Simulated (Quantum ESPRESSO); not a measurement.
Te:

```
Te
1.0
     4.45400    0.00000    0.00000
    -2.22700    3.85728    0.00000
     0.00000    0.00000    5.92400
Te
3
Direct
  0.73100 0.73100 0.00000
  0.00000 0.26900 0.66667
  0.26900 0.00000 0.33333
```

* Program: Quantum ESPRESSO 7.5
* Task: Berry-phase polarisation
* Functional: LDA
* Potentials or basis: GBRV 1.5 LDA
* Cutoff: 612 eV
* Density cutoff: 4898 eV
* k mesh: 5 × 5 × 4
* Occupations: fermi-dirac, width 0.05 eV
* Spin: no spin polarisation
* Form of the LDA correlation: PZ81
* Mixing beta: 0.5
* Most SCF iterations: 120
* SCF threshold: 6e-10 Ry
* Diagonalization: paro
* k points per string: 10 × 10 × 8

The atoms were relaxed first, and the response was taken there.

```yaml
crystal:
  lattice:
    - [4.45400, 0.00000, 0.00000]
    - [-2.22700, 3.85728, 0.00000]
    - [0.00000, 0.00000, 5.92400]
  atoms:
    - { symbol: Te, position: [0.72562, 0.72562, 0.00000] }
    - { symbol: Te, position: [0.00000, 0.27438, 0.66667] }
    - { symbol: Te, position: [0.27438, 0.00000, 0.33333] }
```

The first run showed a gap, so the response started from a second, tighter run with fixed occupations.

What formal polarisation does the Berry-phase calculation give along the three lattice vectors?

-0.022, 0.022, -0.933 C/m², each defined up to a quantum of 1.402, 1.402, 1.865 C/m², that is -0.016, 0.016, -0.500 of the quanta. A formal value alone isn't measurable: only its change along an insulating path is.

Berry phases in units of 2π:
```csv
direction,ionic,electronic,their sum is defined modulo
a1,0.000,-0.032,2
a2,0.000,0.032,2
a3,0.000,-1.000,2
```

Caveat: the gap on the mesh is small and may close between mesh points, in which case fixed occupations spoil the response; with symmetry on, the polarisation can be off by several percent; spin-orbit coupling is left out, which moves the levels of the heavy elements; an odd mesh through Γ misses points on the zone boundary, where band edges often lie.
